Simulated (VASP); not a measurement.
# Input and output of a VASP LDA relaxation of cell and atoms on TePb (zincblende)

INCAR

```
PREC = Accurate
ISIF = 3
EDIFFG = -5E-3
ISMEAR = -1
LREAL = .FALSE.
GGA = CA
EDIFF = 1E-7
LASPH = .TRUE.
SIGMA = 0.02
LCHARG = .FALSE.
NELM = 120
IBRION = 2
NSW = 40
LWAVE = .FALSE.
NBANDS = 17
ENCUT = 600
```

KPOINTS

```
KPOINTS created by Atomic Simulation Environment
0
Gamma
6 6 6
0 0 0
```

POSCAR

```
Pb Te
 1.0000000000000000
     0.0000000000000000    3.6654227788881641    3.6654227788881641
     3.6654227788881641   -0.0000000000000000    3.6654227788881641
     3.6654227788881641    3.6654227788881641   -0.0000000000000000
 Pb  Te
   1   1
Cartesian
 -0.0000000000000000 -0.0000000000000000 -0.0000000000000000
  1.8327113894440821  1.8327113894440821  1.8327113894440821
```

VASP ran with the recommended LDA PAW datasets (20 valence electrons in the cell).

Command

```
mpirun -np 1 vasp_std
```

OSZICAR

```
N       E                     dE             d eps       ncg     rms          rms(c)
DAV:   1     0.159110568391E+03    0.15911E+03   -0.95152E+03   544   0.117E+03
DAV:   2     0.365436370163E+01   -0.15546E+03   -0.15046E+03   573   0.291E+02
DAV:   3    -0.796578053637E+01   -0.11620E+02   -0.11563E+02   730   0.877E+01
DAV:   4    -0.831425531299E+01   -0.34847E+00   -0.34820E+00   664   0.183E+01
DAV:   5    -0.832626369072E+01   -0.12008E-01   -0.12008E-01   810   0.281E+00    0.390E+00
DAV:   6    -0.814715143479E+01    0.17911E+00   -0.41138E-01   771   0.376E+00    0.246E+00
DAV:   7    -0.813379541486E+01    0.13356E-01   -0.91747E-02   612   0.119E+00    0.103E+00
DAV:   8    -0.813234805366E+01    0.14474E-02   -0.96210E-03   669   0.818E-01    0.185E-01
DAV:   9    -0.813230150948E+01    0.46544E-04   -0.18995E-03   710   0.320E-01    0.427E-02
DAV:  10    -0.813231270773E+01   -0.11198E-04   -0.21773E-04   667   0.894E-02    0.315E-02
DAV:  11    -0.813233728248E+01   -0.24575E-04   -0.65795E-05   602   0.432E-02    0.285E-02
DAV:  12    -0.813233569301E+01    0.15895E-05   -0.60830E-06   647   0.139E-02    0.175E-02
DAV:  13    -0.813233564910E+01    0.43904E-07   -0.65636E-07   658   0.396E-03
   1 F= -.81323356E+01 E0= -.81323356E+01  d E =-.813234E+01
```

From OUTCAR

```
k-points           NKPTS =     16   k-points in BZ     NKDIM =     16   number of bands    NBANDS=     17

   NELECT =      20.0000    total number of electrons

   dimension x,y,z NGX =    40 NGY =   40 NGZ =   40
   dimension x,y,z NGXF=    80 NGYF=   80 NGZF=   80

  energy-cutoff  :      600.00
  volume of cell :       90.67
      direct lattice vectors                 reciprocal lattice vectors
     0.000000000  3.565671558  3.565671558    -0.140226039  0.140226039  0.140226039
     3.565671558  0.000000000  3.565671558     0.140226039 -0.140226039  0.140226039
     3.565671558  3.565671558  0.000000000     0.140226039  0.140226039 -0.140226039

 k-points in reciprocal lattice and weights: KPOINTS created by Atomic Simulation Env
   0.00000000  0.00000000  0.00000000       0.005
   0.16666667  0.00000000  0.00000000       0.037
   0.33333333  0.00000000  0.00000000       0.037
   0.50000000  0.00000000  0.00000000       0.019
   0.16666667  0.16666667  0.00000000       0.028
   0.33333333  0.16666667  0.00000000       0.111
   0.50000000  0.16666667  0.00000000       0.111
  -0.33333333  0.16666667  0.00000000       0.111
   ...

 E-fermi :   3.2299

 k-point     1 :       0.0000    0.0000    0.0000
  band No.  band energies     occupation
      1     -13.8116      2.00000
      2     -13.8116      2.00000
      3     -13.8116      2.00000
      4     -13.7762      2.00000
      5     -13.7762      2.00000
      6      -8.6722      2.00000
      7      -3.0045      2.00000
      8       1.5317      2.00000
      9       1.5317      2.00000
     10       1.5317      2.00000
     11       4.5264      0.00000
     12       4.5264      0.00000
     13       4.5264      0.00000
     14       6.9651      0.00000
     15      10.1669      0.00000
     16      10.1669      0.00000
     17      10.9047      0.00000

 k-point     2 :       0.1667    0.0000    0.0000
  band No.  band energies     occupation
      1     -13.8152      2.00000
      2     -13.8099      2.00000
      3     -13.8099      2.00000
      4     -13.7762      2.00000
      5     -13.7762      2.00000
      6      -8.5150      2.00000
      7      -3.4854      2.00000
      8       1.3422      2.00000
      9       1.3422      2.00000
     10       1.4597      2.00000
     11       4.7298      0.00000
     12       4.8228      0.00000
     13       4.8228      0.00000
     14       7.9272      0.00000
     15       9.5085      0.00000
     16       9.5085      0.00000
     17      10.3569      0.00000

 k-point     3 :       0.3333    0.0000    0.0000
  band No.  band energies     occupation
      1     -13.8222      2.00000
      2     -13.8068      2.00000
      3     -13.8068      2.00000
      4     -13.7758      2.00000
      5     -13.7758      2.00000
      6      -8.1268      2.00000
      7      -4.4092      2.00000
      8       1.0406      2.00000
      9       1.0406      2.00000
     10       1.1603      2.00000
     11       5.2504      0.00000
     12       5.2504      0.00000
     13       5.9032      0.00000
     14       8.5959      0.00000
     15       9.6305      0.00000
     16       9.6305      0.00000
     17      10.7971      0.00000

 k-point     4 :       0.5000    0.0000    0.0000
  band No.  band energies     occupation
      1     -13.8257      2.00000
      2     -13.8054      2.00000
      3     -13.8054      2.00000
      4     -13.7754      2.00000
      5     -13.7754      2.00000
      6      -7.8682      2.00000
      7      -4.8987      2.00000
      8       0.9143      2.00000
      9       0.9143      2.00000
     10       1.0023      2.00000
     11       5.3806      0.00000
     12       5.3806      0.00000
     13       6.9623      0.00000
     14       8.6685      0.00000
     15       9.9317      0.00000
     16      10.4270      0.00000
     17      10.4270      0.00000

 k-point     5 :       0.1667    0.1667    0.0000
  band No.  band energies     occupation
      1     -13.8184      2.00000
      2     -13.8082      2.00000
      3     -13.8082      2.00000
      4     -13.7772      2.00000
      5     -13.7753      2.00000
      6      -8.4600      2.00000
      7      -3.6223      2.00000
      8       1.0593      2.00000
      9       1.0593      2.00000
     10       2.0151      2.00000
     11       3.9804      0.00000
     12       5.2974      0.00000
     13       5.2974      0.00000
     14       8.2433      0.00000
     15       8.5131      0.00000
     16      10.4036      0.00000
     17      11.4984      0.00000

 k-point     6 :       0.3333    0.1667    0.0000
  band No.  band energies     occupation
      1     -13.8245      2.00000
      2     -13.8056      2.00000
      3     -13.8049      2.00000
      4     -13.7777      2.00000
      5     -13.7746      2.00000
      6      -8.1355      2.00000
      7      -4.3583      2.00000
      8       0.5410      2.00000
      9       0.7548      2.00000
     10       2.1974      2.00000
     11       4.2202      0.00000
     12       5.8522      0.00000
     13       5.9383      0.00000
     14       8.3992      0.00000
     15       9.4341      0.00000
     16      10.4218      0.00000
     17      11.3253      0.00000

 k-point     7 :       0.5000    0.1667    0.0000
  band No.  band energies     occupation
      1     -13.8279      2.00000
      2     -13.8043      2.00000
      3     -13.8034      2.00000
      4     -13.7769      2.00000
      5     -13.7748      2.00000
      6      -7.7854      2.00000
      7      -4.9946      2.00000
      8       0.0827      2.00000
      9       0.6892      2.00000
     10       2.1283      2.00000
     11       4.9880      0.00000
     12       5.9116      0.00000
     13       6.4954      0.00000
     14       8.9962      0.00000
     15       9.6817      0.00000
     16      10.5516      0.00000
     17      10.6580      0.00000

 k-point     8 :      -0.3333    0.1667    0.0000
  band No.  band energies     occupation
      1     -13.8261      2.00000
      2     -13.8048      2.00000
      3     -13.8046      2.00000
      4     -13.7761      2.00000
      5     -13.7757      2.00000
      6      -7.8828      2.00000
      7      -4.8305      2.00000
      8       0.0562      2.00000
      9       0.8985      2.00000
     10       2.0589      2.00000
     11       5.2762      0.00000
     12       5.5695      0.00000
     13       6.1793      0.00000
     14       9.1246      0.00000
     15       9.3095      0.00000
     16      10.0750      0.00000
     17      11.0551      0.00000

 k-point     9 :      -0.1667    0.1667    0.0000
  band No.  band energies     occupation
      1     -13.8204      2.00000
      2     -13.8080      2.00000
      3     -13.8067      2.00000
      4     -13.7767      2.00000
      5     -13.7755      2.00000
      6      -8.2733      2.00000
      7      -4.0747      2.00000
      8       0.5424      2.00000
      9       1.2367      2.00000
     10       1.8839      2.00000
     11       4.7702      0.00000
     12       5.0236      0.00000
     13       5.6467      0.00000
     14       8.9147      0.00000
     15       8.9531      0.00000
     16       9.4813      0.00000
     17      11.4769      0.00000

 k-point    10 :       0.3333    0.3333    0.0000
  band No.  band energies     occupation
      1     -13.8314      2.00000
      2     -13.8014      2.00000
      3     -13.8014      2.00000
      4     -13.7795      2.00000
      5     -13.7734      2.00000
      6      -7.9001      2.00000
      7      -4.7769      2.00000
      8       0.4153      2.00000
      9       0.4153      2.00000
     10       2.4287      2.00000
     11       3.5943      0.00000
     12       6.7559      0.00000
     13       6.7559      0.00000
     14       7.9304      0.00000
     15      10.4441      0.00000
     16      11.0740      0.00000
     17      12.9955      0.00000

 k-point    11 :       0.5000    0.3333    0.0000
  band No.  band energies     occupation
      1     -13.8342      2.00000
      2     -13.8003      2.00000
      3     -13.7996      2.00000
      4     -13.7795      2.00000
      5     -13.7734      2.00000
      6      -7.5846      2.00000
      7      -5.2712      2.00000
      8      -0.0429      2.00000
      9       0.3211      2.00000
     10       2.6064      2.00000
     11       4.0078      0.00000
     12       6.8027      0.00000
     13       7.0297      0.00000
     14       8.6458      0.00000
     15      10.2714      0.00000
     16      10.9773      0.00000
     17      12.2920      0.00000

 ...

  Total       -0.0056650     -0.0056650     -0.0056650      0.0000000      0.0000000     -0.0000000
  in kB       -0.1001043     -0.1001043     -0.1001043      0.0000000      0.0000000     -0.0000000
  external PRESSURE =      -0.1001043 kB  Pullay stress =       0.0000000 kB

 POSITION                                       TOTAL-FORCE (eV/Angst)
 -----------------------------------------------------------------------------------
      0.00000      0.00000      0.00000         0.000000      0.000000      0.000000
      1.78284      1.78284      1.78284        -0.000000     -0.000000     -0.000000
 -----------------------------------------------------------------------------------
    total drift:                                0.000000      0.000000      0.000000

  FREE ENERGIE OF THE ION-ELECTRON SYSTEM (eV)
  ---------------------------------------------------
  free  energy   TOTEN  =        -8.1323356491 eV

  energy  without entropy=       -8.1323354702  energy(sigma->0) =       -8.13233556
```

CONTCAR

```
Pb Te
   1.00000000000000
     0.0000000000000000    3.5656715575307110    3.5656715575307110
     3.5656715575307110    0.0000000000000000    3.5656715575307110
     3.5656715575307110    3.5656715575307110    0.0000000000000000
  Pb              Te
     1     1
Direct
     0.0000000000000000    0.0000000000000000    0.0000000000000000
     0.2500000000000000    0.2500000000000000    0.2500000000000000

  0.00000000E+00  0.00000000E+00  0.00000000E+00
  0.00000000E+00  0.00000000E+00  0.00000000E+00
```

| Property | Result |
| --- | --- |
| relaxed cell vector lengths | 5.043, 5.043, 5.043 Å |
| relaxed cell volume | 90.67 Å³ |

The run was restarted once from its relaxed cell; OSZICAR and OUTCAR are the second run's.

The run (the restart alone) took about 29 s on one core of a shared host (Intel Xeon Platinum 8488C) and held 0.2 GiB at most.
